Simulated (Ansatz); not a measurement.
## GaAs in Ansatz: the effect of functional

Crystal: GaAs.

```xyz
2
Lattice="0.0000 2.8268 2.8268 2.8268 0.0000 2.8268 2.8268 2.8268 0.0000" Properties=species:S:1:pos:R:3 pbc="T T T"
As    4.2403    4.2403    4.2403
Ga    0.0000    0.0000    0.0000
```

Alike in all runs:

| Item | Value |
| --- | --- |
| Program | Ansatz 0.2.0 |
| Task | single point |
| Potentials or basis | all-electron PAW datasets made for the crystal |
| k mesh | 6 × 6 × 6 |
| Occupations | fermi-dirac, width 0.05 eV |
| Spin | no spin polarisation |

| functional | cutoff | gap on the mesh (eV) | pressure (GPa) |
| --- | --- | --- | --- |
| PBE | 220 eV (chosen from the basis error) | ? | ? |
| HSE06 | 360 eV (chosen from the basis error) | 1.43 | 1.2 |
| PBE0 | 360 eV (chosen from the basis error) | 2.02 | 1.0 |

Q: What does the run with functional PBE give?

A: gap on the mesh 0.52 eV; pressure 3.3 GPa.

A k mesh can miss the band edges.

The runs don't all hold the same shells in valence.
